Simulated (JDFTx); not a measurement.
Runs of JDFTx 1.7.0 (patched build) on AlCo. Symmetry: Pm-3m, No. 221, cubic system. Conventional cell: a = 2.819 Å, b = 2.819 Å, c = 2.819 Å, α = 90.00°, β = 90.00°, γ = 90.00°. Co (site symmetry m-3m) is surrounded by 8 Al at 2.44 Å. Al (site symmetry m-3m) is surrounded by 8 Co at 2.44 Å. The cell is a database's computed one.

| level | gap on the mesh (eV) | pressure (GPa) | moment (μB) | relaxed volume (Å³/atom) |
| --- | --- | --- | --- | --- |
| revPBE | none | 0.0 | 0.47 | 11.90 |
| RPBE | none | 0.0 | 0.47 | (a) |
| LDA | none | 0.1 | 0.07 | 11.15 |
| AM05 | none | 0.0 | 0.21 | 11.35 |
| PBE | none | 0.0 | 0.47 | (b) |
| PBEsol | none | 0.0 | 0.47 | (c) |

Alike in all rows: task relaxation of cell and atoms; potentials or basis PseudoDojo-SR-PBE-0.5-standard with smoothed tails; spin collinear, ferromagnetic start; cell relaxed; k mesh 4 × 4 × 4; cutoff (eV) 1306; smearing fermi-dirac 0.05 eV; the mesh is coarse, so values aren't converged.

Q: Fill in the values left out.

A: (a) 11.95; (b) 11.77; (c) 11.45.

Caveats: all runs use coarse meshes; the potentials were made for another functional, which shifts forces and pressure (some runs); the plane waves are those of the starting cell, so after so large a change of volume the result is rough (some runs).

A gap of «none» marks a metal or a gap under the smearing width.
